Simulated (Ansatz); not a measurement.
A surface is cut from this relaxed crystal of Bi₂Te₃:

```
CELL_PARAMETERS angstrom
2.22327 1.28361 10.72289
-2.22327 1.28361 10.72289
0.00000 -2.56722 10.72289
ATOMIC_POSITIONS crystal
Bi 0.39721 0.39721 0.39721
Bi 0.60279 0.60279 0.60279
Te 0.00000 0.00000 0.00000
Te 0.21603 0.21603 0.21603
Te 0.78397 0.78397 0.78397
```

Miller indices refer to the conventional cell of R-3m (No. 166), a = 4.447 Å, b = 4.447 Å, c = 32.169 Å, α = 90.00°, β = 90.00°, γ = 120.00°. The bulk's gap is 0.55 eV.

The (001) slab of 9 planes, 17.3 Å thick with 15 Å of vacuum as cut; outer planes Bi (top) and Bi (bottom).

Computed with DFT PBE, scalar-relativistic, plane waves, PAW (Ansatz 0.2.0). Cutoff 420 eV; k points 9×9×1 on the computed 9-atom cell (Γ-centred); Gaussian smearing, width 0.05 eV; no spin polarisation. A dipole correction removes the field between periodic images along c.

The slab isn't stoichiometric (Bi4Te5), so its surface energy depends on the chemical potentials; it is given with the excess atoms taken from the element's standard state, a limit at which the compound may itself be unstable, so the figure can be too low. This cut of an insulator is polar or leaves open shells, so the slab is metallic here; real surfaces compensate by reconstruction or adsorbates.

Results for the relaxed slab:

* Surface energy with the excess atoms taken from the elements: 0.83 J/m²
* Gap of the slab on the mesh: none (metal or semimetal)
* Work function: 3.71 eV

Relaxation lowers the energy by 0.072 J/m² a face; the largest move is 0.440 Å.

```
plane (bottom to top) atoms spacing to next, bulk (Å) relaxed (Å) change (%)
                    1     Bi                      1.719        1.542       -10.3
                    2     Te                      3.176        2.916        -8.2
                    3     Te                      1.719        1.728        +0.5
                    4     Bi                      2.055        2.041        -0.7
                    5     Te                      2.055        2.041        -0.7
                    6     Bi                      1.719        1.728        +0.5
                    7     Te                      3.176        2.916        -8.2
                    8     Te                      1.719        1.542       -10.3
                    9     Bi
```

Spin-orbit coupling is left out, which matters for the bands of heavy elements. Each cell of Bi2Te3 holds layers, and where no dispersion correction was added their binding is poorly described. Gaps are read on the k points sampled, so a band crossing between them can be missed.